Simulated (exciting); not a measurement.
MgSi: single point with PBEsol

Crystal: MgSi.

```
Si Mg
1.0
     2.90839    0.00000    0.00000
     0.00000    2.90839    0.00000
     0.00000    0.00000    4.10343
Si Mg
1 1
Direct
  0.50000 0.50000 0.50000
  0.00000 0.00000 0.00000
```

The cell comes from a database or a generator and needn't be the stable form of this composition.

```yaml
Program: exciting (release sodium)
Task: single point
Functional: PBEsol
Potentials_or_basis: all-electron LAPW+lo, shipped species files, valence relativity iora*
rgkmax: 7.5
k_mesh: 9 × 9 × 7
Occupations: gaussian, width 0.05 eV
Spin: no spin polarisation
outputlevel: normal
gmaxvr_cutoff_of_density_and_potential: 14 1/bohr
lmaxapw_and_lmaxmat: 10
lmaxvr: 8
nempty: 10
Valence_relativity: iora*
epsengy: 1e-05 Ha
epspot: 1e-05 Ha
maxscl: 60
Muffin-tin_radii: Si 2.0, Mg 2.0 bohr
```

```
Band gap on the k mesh                            : none (metal or under the smearing width)
All electrons inside the program's atomic spheres : Si 11.64; Mg 10.32 (radii Si 2.0, Mg 2.0 bohr)
```

Levels at points of the mesh, in eV from the Fermi level:
```
           k point  band 3  band 4  band 5  band 6  band 7  band 8  band 9  band 10  band 11  band 12
(0.00, 0.00, 0.00)  -42.63  -42.63  -11.11   -2.69   -0.86    4.48    4.48     5.56     8.45    12.60
```

Run time: 51 s on 1 thread of Intel(R) Xeon(R) 6975P-C (Granite Rapids), on a shared host, peak memory 0.14 GiB.

Caveat: the log's total energy holds no entropy term; the free energy is that total less TS from the occupations.
